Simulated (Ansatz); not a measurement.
# NbC (Fm-3m): other levels of theory at one geometry

Task: rerun one cell of NbC (Fm-3m) with changes to spin–orbit coupling, and weigh what each level gives against its time.

Method: DFT at several levels, plane waves, PAW, in Ansatz 0.2.0.

## (1) Starting point

Symmetry: Fm-3m, No. 225, cubic system. The conventional cell has a = 4.485 Å, b = 4.485 Å, c = 4.485 Å, α = 90.00°, β = 90.00°, γ = 90.00°. Nb (site symmetry m-3m) has 6 C at 2.24 Å as nearest neighbours. Around C (site symmetry m-3m) lie 6 Nb at 2.24 Å.

As a file:

```cif
data_structure
_symmetry_space_group_name_H-M 'P 1'
_symmetry_Int_Tables_number 1
_cell_length_a 3.1713
_cell_length_b 3.1713
_cell_length_c 3.1713
_cell_angle_alpha 60.000
_cell_angle_beta 60.000
_cell_angle_gamma 60.000
_cell_volume 22.55
loop_
_atom_site_label
_atom_site_type_symbol
_atom_site_fract_x
_atom_site_fract_y
_atom_site_fract_z
_atom_site_occupancy
Nb1 Nb 0.00000 0.00000 0.00000 1
C1 C 0.50000 0.50000 0.50000 1
```

This cell comes from an earlier session at PBE: 11.277 Å³/atom at 0.00 GPa, on a 18×18×18 mesh, a metal on this mesh.

Levels to run: PBE+SOC. Hardware: 1 thread of Arm Neoverse V1, shared host.

## (2) PBE+SOC

Contents of input.yaml:

```yaml
crystal:
  lattice:
    - [0.0, 2.2424824522, 2.2424824522]
    - [2.2424824522, 0.0, 2.2424824522]
    - [2.2424824522, 2.2424824522, 0.0]
  atoms:
    - { symbol: Nb, position: [0.0, 0.0, 0.0] }
    - { symbol: C, position: [0.5, 0.5, 0.5] }
basis:
  ecutwfc: 420
  ecutrho_ratio: 4
kpoints:
  mp_grid: { grid: [18, 18, 18] }
hamiltonian:
  xc: pbe
scf:
  occupations: { method: gaussian, width: 0.05 }
output:
  forces: true
  stress: true
  eigenvalues: true
  populations: true
  dos: { projected: true, de: 0.02 }
magnetization:
  noncollinear: true
  spin_orbit: true
```

Launch:

```bash
$ ansatz run input.yaml --threads 1 --pin off --max-ram 2560MiB --backend cpu --events-out ev --progress --plain --runs-dir out
```

Before running it: what results should come out? Wanted: for each run, pressure.

As calculated:

| level | mesh | gap on the mesh (eV) | pressure (GPa) | time |
| --- | --- | --- | --- | --- |
| PBE | 18×18×18 | metal | 0.0 | 24 s* |
| PBE+SOC | 18×18×18 | metal | 0.0 | 27 s* |

Times are on 1 thread of Arm Neoverse V1, shared host. * Includes bands or densities of states.

Every level gives a metal. Total energies of different levels have different zeros and can't be compared.
